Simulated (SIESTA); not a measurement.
The system is TiTe2.

```
Te Ti
1.0
     3.77700    0.00000    0.00000
    -1.88850    3.27098    0.00000
     0.00000    0.00000    6.49800
Te Ti
2 1
Direct
  0.33333 0.66667 0.73720
  0.66667 0.33333 0.26280
  0.00000 0.00000 0.00000
```

Base run:

* Program: SIESTA 5.4.2
* Functional: vdW-DF-C09
* Potentials or basis: PseudoDojo 0.4 standard (PBE files)
* Basis: DZP (energy shift 0.003 Ry; two zetas on semicore shells)
* Grid cutoff: 800 Ry
* Energy shift: 0.003 Ry
* k mesh: 8 × 8 × 4
* Occupations: fermi-dirac, width 0.05 eV
* Spin: no spin polarisation

Its results: band gap on the k mesh none (metal or under the smearing width); pressure -0.7 GPa; largest force 0.072 eV/Å.

Question: After a change of settings the same cell gave: band gap on the k mesh none (metal or under the smearing width); pressure 8.3 GPa; largest force 0.354 eV/Å. Which change was it?
A. functional from vdW-DF-C09 to vdW-DF2
B. functional from vdW-DF-C09 to vdW-DF-cx
C. functional from vdW-DF-C09 to PBE
D. functional from vdW-DF-C09 to vdW-DF

Answer: A.

Caveats: the potentials were made for another functional, which shifts forces and pressure; spin-orbit coupling is left out, which moves the levels of the heavy elements; the basis of atomic orbitals isn't converged, which shifts pressures, moduli and gaps.
